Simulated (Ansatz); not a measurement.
# GaN (F-43m) at 2 levels of theory

One geometry, relaxed with PBE; plane waves with PAW potentials in Ansatz, scalar-relativistic. No spin polarisation. Gaps are the least over mesh and band path; pressure is positive in compression.

Space group F-43m (No. 216). a = 4.548 Å, b = 4.548 Å, c = 4.548 Å, α = 90.00°, β = 90.00°, γ = 90.00°
```csv
atom,site,symmetry,x,y,z
Ga,4a,-43m,0.0000,0.0000,0.0000
N,4c,-43m,0.2500,0.2500,0.2500
```

```csv
level,cutoff (eV),k mesh,gap (eV),pressure (GPa)
PBE,420,10×10×10,1.54,0.0
```

Question: What comes out on the same cell with LDA?

Answer:
```csv
level,cutoff (eV),k mesh,gap (eV),pressure (GPa)
LDA,420,10×10×10,1.55,-11.0
```

It was relaxed from a Materials Project cell.
